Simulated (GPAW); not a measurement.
# AlN in GPAW: convergence with plane-wave cutoff (eV)

Input of the first run (plane-wave cutoff (eV) 300); the others differ in this setting and in those tied to it:

Contents of run.py:

```python
from ase.dft.bandgap import bandgap
from ase.io import read, write
from ase.units import GPa
from gpaw import GPAW, PW

atoms = read('AlN.xyz')

calc = GPAW(mode=PW(300),
            xc='PBE',
            kpts={'size': (7, 7, 5), 'gamma': True},
            occupations={'name': 'fermi-dirac', 'width': 0.05},
            nbands=18,
            convergence={'density': 1e-05, 'energy': 1e-05},
            maxiter=100,
            txt='gpaw.txt')
atoms.calc = calc
energy = atoms.get_potential_energy()
forces = atoms.get_forces()
stress = atoms.get_stress()
calc.write('gs.gpw')
write('result.traj', atoms)
print(f'Energy: {energy:.6f} eV')
print('Forces (eV/A):')
print(forces.round(4))
print('Stress (GPa):', (stress / GPa).round(3))
print('Fermi level:', round(calc.get_fermi_level(), 4), 'eV')
print(f'Gap: {bandgap(calc)[0]:.4f} eV, direct: {bandgap(calc, direct=True)[0]:.4f} eV')
```

AlN.xyz

```xyz
4
Lattice="3.3121157418 0.0000000000 0.0000000000 -1.6560578709 2.8683763727 0.0000000000 0.0000000000 0.0000000000 4.1875630000" Properties=species:S:1:pos:R:3 pbc="T T T"
Al     1.6560578711      0.9561254575      1.0468907500
Al    -0.0000000002      1.9122509152      3.1406722500
N      1.6560578711      0.9561254575      3.1406722500
N     -0.0000000002      1.9122509152      1.0468907500
```

Potentials or basis: GPAW PAW data sets (gpaw-data 1.2.1), pw.

Run with:

```sh
$ OMP_NUM_THREADS=1 python run.py
```

Measurements of this composition are mostly on another form, of space group No. 186.

Hardware: 1 thread of Arm Neoverse V1, with other jobs on the host.

Task: The values tried are 300, 350, 400, 500, 600, 700, 800, 1000, 1200, loosest first. From which on does the energy stay within 1 meV/atom of the tightest run that finished?

Result: From 1000 on.

| plane-wave cutoff (eV) | energy less the tightest run, at zero smearing (meV/atom) | pressure (GPa) | gap on the mesh (eV) | SCF cycles | CPU time (s) | peak memory (GiB) |
| --- | --- | --- | --- | --- | --- | --- |
| 300 | 2700.15 | -73.06 | 2.090 | 9 | 7.4 | 0.13 |
| 350 | 1632.04 | -56.46 | 2.672 | 10 | 8.1 | 0.13 |
| 400 | 948.72 | -40.06 | 2.961 | 10 | 8.6 | 0.14 |
| 500 | 309.31 | -17.16 | 3.152 | 10 | 15 | 0.14 |
| 600 | 87.27 | -5.23 | 3.236 | 10 | 14 | 0.15 |
| 700 | 23.62 | -0.57 | 3.258 | 10 | 22 | 0.16 |
| 800 | 5.62 | 1.16 | 3.266 | 10 | 25 | 0.17 |
| 1000 | 0.67 | 1.78 | 3.266 | 10 | 26 | 0.2 |
| 1200 | 0.00 | 1.80 | 3.265 | 10 | 45 | 0.22 |

Against the tightest run, the pressure stays within 0.1 GPa from 1000 on; the gap on the mesh stays within 0.01 eV from 700 on. The tightest run that finished is the yardstick and may itself not be fully converged.
